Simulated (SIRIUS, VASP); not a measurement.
This is a calculation of CuO (Tenorite) for VASP 6.6.1. 

INCAR

```
SYSTEM = CuO
  ALGO = Normal
  EDIFF = 1E-7
  ENCUT = 520
  GGA = PS
  ISIF = 2
  ISMEAR = -1
  LASPH = .TRUE.
  LCHARG = .FALSE.
  LREAL = .FALSE.
  LWAVE = .FALSE.
  NBANDS = 25
  NELM = 60
  PREC = Accurate
  SIGMA = 0.05
```

KPOINTS

```
k-points
0
G
  10 10 5
  0 0 0
```

Contents of POSCAR:

```
CuO
1.0
    2.3418500000     -1.7113000000      0.0000000000
    2.3418500000      1.7113000000      0.0000000000
   -0.8500274268      0.0000000000      5.0578693947
Cu O
2 2
Direct
    0.5000000000      0.0000000000      0.5000000000
    0.0000000000      0.5000000000      0.0000000000
    0.4184000000      0.5816000000      0.7500000000
    0.5816000000      0.4184000000      0.2500000000
```

Potentials or basis: VASP PAW PBE potentials, release 64 (Cu, O).

Command:

```console
$ cat potpaw_PBE.64/Cu/POTCAR potpaw_PBE.64/O/POTCAR > POTCAR
$ mpirun -np 1 vasp_std > vasp.out
```

Problem. Set up the same calculation for SIRIUS 7.12.0. Potentials or basis there: PseudoDojo 0.4.1 PBEsol standard (scalar relativistic), cutoff 1254 eV.

Solution. As run (cutoffs and basis follow the program's own potentials, and thresholds, step limits or extra output files can differ):

sirius.json

```json
{
  "control": {
    "processing_unit": "cpu",
    "verbosity": 2,
    "num_bands_to_print": 35,
    "print_forces": true,
    "print_stress": true
  },
  "parameters": {
    "electronic_structure_method": "pseudopotential",
    "xc_functionals": ["XC_GGA_X_PBE_SOL", "XC_GGA_C_PBE_SOL"],
    "gk_cutoff": 9.6,
    "pw_cutoff": 19.2,
    "ngridk": [10, 10, 5],
    "shiftk": [0, 0, 0],
    "smearing": "fermi_dirac",
    "smearing_width": 0.0018374661,
    "num_bands": 35,
    "num_mag_dims": 0,
    "num_dft_iter": 100,
    "energy_tol": 1e-08,
    "density_tol": 1e-06
  },
  "iterative_solver": {
    "type": "davidson",
    "min_tolerance": 1e-10
  },
  "mixer": {
    "type": "anderson",
    "beta": 0.7,
    "max_history": 8
  },
  "settings": {
    "tol_ne": 1e-10,
    "pseudo_grid_cutoff": 6.5
  },
  "unit_cell": {
    "lattice_vectors": [
      [4.425455124955, -3.233888317072, 0.0],
      [4.425455124955, 3.233888317072, 0.0],
      [-1.606319035072, 0.0, 9.55798793011]
    ],
    "atom_coordinate_units": "lattice",
    "atom_types": ["Cu", "O"],
    "atom_files": {
      "Cu": "Cu.json",
      "O": "O.json"
    },
    "atoms": {
      "Cu": [
        [0.5, 0.0, 0.5],
        [0.0, 0.5, 0.0]
      ],
      "O": [
        [0.4184, 0.5816, 0.75],
        [0.5816, 0.4184, 0.25]
      ]
    }
  }
}
```

Potentials or basis: PseudoDojo 0.4.1 PBEsol standard (scalar relativistic).

Run with:

```sh
$ upf_to_json Cu.upf
$ upf_to_json O.upf
$ OMP_NUM_THREADS=1 sirius.scf --input=sirius.json --output=out.json --task=0
```

Both were run:

|  | VASP | SIRIUS |
| --- | --- | --- |
| Pressure | -2.1 GPa | -3.0 GPa |
| Largest force | 0.321 eV/Å | 0.374 eV/Å |

The potentials hold 34 and 50 valence electrons a cell.

VASP's potentials were made for PBE.

Pressure is positive in compression.
